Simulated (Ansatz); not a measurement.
Method: DFT PBE, scalar-relativistic, plane waves, PAW in Ansatz. Settings: cutoff 420 eV, Γ-centred meshes spaced at most about 0.3 Å⁻¹, and about 0.25 Å⁻¹ or finer for metals (2π included), Gaussian smearing. No spin polarisation in the final relaxations.

All energies are static (0 K, no zero-point motion).

Two relaxed structures of Li:

A.

```yaml
crystal:
  lattice:
    - [2.99778, 0.00000, 0.00000]
    - [-1.49889, 2.59615, 0.00000]
    - [0.00000, 0.00000, 15.65780]
  atoms:
    - { symbol: Li, position: [0.00000, 0.00000, 0.50000] }
    - { symbol: Li, position: [0.00000, 0.00000, 0.00000] }
    - { symbol: Li, position: [0.66667, 0.33333, 0.33841] }
    - { symbol: Li, position: [0.33333, 0.66667, 0.66159] }
    - { symbol: Li, position: [0.33333, 0.66667, 0.83841] }
    - { symbol: Li, position: [0.66667, 0.33333, 0.16159] }
```

B.

```yaml
crystal:
  lattice:
    - [6.89306, 0.00000, 0.00000]
    - [-3.44653, 5.96956, 0.00000]
    - [0.00000, 0.00000, 3.06080]
  atoms:
    - { symbol: Li, position: [0.20092, 0.79908, 0.25000] }
    - { symbol: Li, position: [0.20092, 0.40184, 0.25000] }
    - { symbol: Li, position: [0.59816, 0.79908, 0.25000] }
    - { symbol: Li, position: [0.79908, 0.20092, 0.75000] }
    - { symbol: Li, position: [0.79908, 0.59816, 0.75000] }
    - { symbol: Li, position: [0.40184, 0.20092, 0.75000] }
```

**Question.** Which form is favoured at zero pressure, and by what margin per atom?

**Answer.** A is lower, by 101 meV/atom. A has space group P6_3/mmc (No. 194), 20.3 Å³/atom and no gap on its mesh; B has space group P6_3/mmc (No. 194), 21.0 Å³/atom and no gap. Counting all near atoms (those within 1.25 times the shortest distance at each site; a slash parts the counts of unlike sites), A has Li 10/12 and B has Li 8. The denser one is the lower, and pressure would at first widen the difference. In A, Li on a site of symmetry -3m has 12 Li at 3.00–3.07 Å; Li on a site of symmetry 3m has 1 Li at 2.77 Å and 9 Li at 3.00–3.07 Å. In B, around Li lie 6 Li at 2.74–2.85 Å and 2 Li at 3.06 Å. Both come from invented guesses. The part of the Crystallography Open Database at hand lists Li in space groups No. 166, 191, 194, 225, 229; sharing a group (P6_3/mmc) doesn't make a cell the listed structure.

Cells relaxed within their symmetry can be saddle points; a later kick test found a lower structure for Li P6_3/mmc.
